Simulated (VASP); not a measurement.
Given:

```
CELL_PARAMETERS angstrom
      0.00000     2.49000     2.49000
      2.49000     0.00000     2.49000
      2.49000     2.49000     0.00000
ATOMIC_POSITIONS crystal
  In 0.00000 0.00000 0.00000
  N  0.25000 0.25000 0.25000
```

These are PBE GGA, VASP's PBE PAW potentials (set 64) (plane waves; VASP 6.6.1) values and carry that method's errors. Numerical set-up: 520 eV cut-off, 8×8×8 Γ-centred mesh, first-order Methfessel-Paxton smearing of 0.050 eV, potentials In_d N.

Unless said otherwise, spin-orbit coupling is left out, though it shifts the bands of the heavy elements here.

**Question.** Predict the energy per atom (σ→0), pressure, band gap (on the k-mesh) with the smallest direct gap where there is one.

**Answer.** 
The band gap (on the k-mesh) comes out as none (metal, semimetal or under 0.01 eV). The energy per atom (σ→0) is -5.330 eV/atom. The pressure is 5.74 GPa.

Only differences to runs with the same potentials and settings are physical.

The compound is InN in the zinc blende structure, a metastable form; wurtzite is the usual one. The cell was not relaxed at this level. The run is one of a series of settings (ISMEAR = 1 against the base run), some of them coarse on purpose.
